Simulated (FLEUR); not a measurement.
Something may be wrong with this FLEUR MaX-R8.1 (later development tree) calculation of Cd.

File inp.xml:

```xml
<?xml version="1.0" encoding="UTF-8" standalone="no"?>
<fleurInput fleurInputVersion="0.39">
   <comment>
      Cd                                                                                                  
   </comment>
   <calculationSetup>
      <cutoffs Kmax="3.8" Gmax="11.8" GmaxXC="11.8" numbands="all"/>
      <scfLoop itmax="50" minDistance="0.00001" maxIterBroyd="15" imix="Anderson" alpha="0.05" precondParam="0.0" spinf="2.0" sdNocoIR="T"/>
      <coreElectrons ctail="T" frcor="F" kcrel="0" coretail_lmax="0"/>
      <xcFunctional name="wc" relativisticCorrections="F"/>
      <magnetism jspins="2"/>
      <soc l_soc="T" theta="0.0" phi="0.0" spav="F"/>
      <expertModes spex="0" secvar="F"/>
      <geometryOptimization l_f="F" forcealpha="1.0" forcemix="BFGS" epsdisp="0.00001" epsforce="0.00001"/>
      <ldaU l_linMix="F" mixParam="0.05" spinf="1.0"/>
   </calculationSetup>
   <cell>
      <bzIntegration valenceElectrons="38.0" mode="hist" fermiSmearingEnergy="0.00183747">
         <kPointListSelection listName="default-1"/>
         <!-- k-points included here -->
         <xi:include xmlns:xi="http://www.w3.org/2001/XInclude" href="kpts.xml"> </xi:include>
      </bzIntegration>
      <!-- symmetry operations included here -->
      <xi:include xmlns:xi="http://www.w3.org/2001/XInclude" href="sym.xml"> </xi:include>
      <bulkLattice scale="1.0">
         <bravaisMatrix>
            <row-1>    5.6292484607872018     0.0000000000000000     0.0000000000000000</row-1>
            <row-2>   -2.8146242303936009     4.8750721713103049     0.0000000000000000</row-2>
            <row-3>    0.0000000000000000     0.0000000000000000    10.6158199638591899</row-3>
         </bravaisMatrix>
      </bulkLattice>
   </cell>
   <atomSpecies>
      <species name="Cadmium (C.500" element="Cd" atomicNumber="48">
         <mtSphere radius="2.61" gridPoints="863" logIncrement="0.015"/>
         <atomicCutoffs lmax="10" lnonsphr="8"/>
         <electronConfig flipSpins="F">
            <coreConfig>(1s1/2) (2s1/2) (2p1/2) (2p3/2) (3s1/2) (3p1/2) (3p3/2) (3d3/2) (3d5/2)</coreConfig>
            <valenceConfig>(4s1/2) (4p1/2) (4p3/2) (5s1/2) (4d3/2) (4d5/2)</valenceConfig>
         </electronConfig>
         <energyParameters s="5" p="5" d="4" f="4"/>
         <lo type="SCLO" l="0" n="4" eDeriv="0"/>
         <lo type="SCLO" l="1" n="4" eDeriv="0"/>
         <lo type="SCLO" l="1" n="4" eDeriv="1"/>
         <lo type="SCLO" l="2" n="4" eDeriv="2"/>
         <lo type="SCLO" l="3" n="4" eDeriv="2"/>
      </species>
   </atomSpecies>
   <atomGroups>
      <atomGroup species="Cadmium (C.500">
         <relPos label="                   1">-.3405195000 .3170340000 -.2569160000</relPos>
         <relPos label="                   2">.3405195000 -.3170340000 .2569160000</relPos>
         <force calculate="T" relaxXYZ="TTT"/>
      </atomGroup>
   </atomGroups>
   <output dos="F" band="F" slice="F">
      <checks vchk="F" cdinf="F"/>
      <bandDOS minEnergy="-.5*Htr" maxEnergy="0.5*Htr" sigma="0.015" storeEVData="T"/>
      <vacuumDOS vacdos="F" integ="F" star="F" nstars="0" locx1="0.0" locy1="0.0" locx2="0.0" locy2="0.0" nstm="0" tworkf="0.0"/>
      <unfoldingBand unfoldBand="F" supercellX="1" supercellY="1" supercellZ="1"/>
      <plotting iplot="0" polar="F">
         <plot TwoD="T" vec1="  1.0  0.0  0.0" vec2="  0.0  1.0  0.0" vec3="  0.0  0.0  1.0" zero="  0.0  0.0  0.0" file="plot"/>
      </plotting>
      <chargeDensitySlicing numkpt="0" minEigenval="0.0" maxEigenval="0.0" nnne="0" pallst="F"/>
      <specialOutput eonly="F"/>
      <moessbauerParams electricFieldGradient="T" isomerShift="T" coreHyperfine="T" valenceHyperfine="T"/>
      <magneticCircularDichroism mcd="F" energyLo="-10.0" energyUp="0.0"/>
   </output>
  <!-- We include the file relax.xml here to enable relaxations (see documentation) -->
  <xi:include xmlns:xi="http://www.w3.org/2001/XInclude" href="relax.xml"> <xi:fallback/> </xi:include>
</fleurInput>
```

File crystal.txt:

```
Cd
&input cartesian=F /
2.9788700000  0.0000000000  0.0000000000
-1.4894350000  2.5797770946  0.0000000000
0.0000000000  0.0000000000  5.6176500000
1.8897261246
1.0 1.0 1.0

2
48 0.6206250000  0.2968530000  0.7375620000 : 0.500
48 0.3016640000  0.6627850000  0.2513940000 : 0.500

&soc 0.0 0.0 /
&kpt div1=6 div2=6 div3=3 gamma=T /
```

Potentials or basis: all-electron, FLAPW.

The run is started by

```sh
$ inpgen -f crystal.txt -profile fastHighL
$ # inp.xml edited to the form shown
$ fleur_MPI
```

Output:

```text
Welcome to FLEUR        (www.flapw.de)
      MaX-Release 8.1          (www.max-centre.eu)

 ========== k-point set info ==========
 Selected k-point list: default-1
 k-point list type: mesh
 6 x 6 x 3
 Number of k points: 56

 ------------Calculation Setup---------------------------
 Number of MPI-tasks      :            1
 Number of PE/node        :            1
 Number of OMP-threads    :            1
 Most efficient MPI parallelization for:
           1           2           4           7           8          14          28          56
 Additional eigenvalue parallelization possible
 Number of basis functions:          352
 Approximate size of matrices (H+S) per k-point:         0.002 GB
 --------------------------------------------------------
************FLEUR-Warning*****************
Error message: Starting density not charge neutral
Error occurred in subroutine: stden.f90
Hint: Your electronic configuration might be broken
Error from PE:0/1
*****************************************
Warnings not ignored. To make the warning nonfatal create a file 'JUDFT_WARN_ONLY' in the working directory or start FLEUR with the -warn_only command line option.
--------------------------------------------------------------------------
MPI_ABORT was invoked on rank 0 in communicator MPI_COMM_WORLD
  Errorcode: 1

NOTE: invoking MPI_ABORT causes Open MPI to kill all MPI processes.
You may or may not see output from other processes, depending on
exactly when Open MPI kills them.
--------------------------------------------------------------------------
```

Question: What happened, and what is wrong with the input?

Answer: The program failed during the run. The input holds a flaw that was put in on purpose: valence electrons two too few.
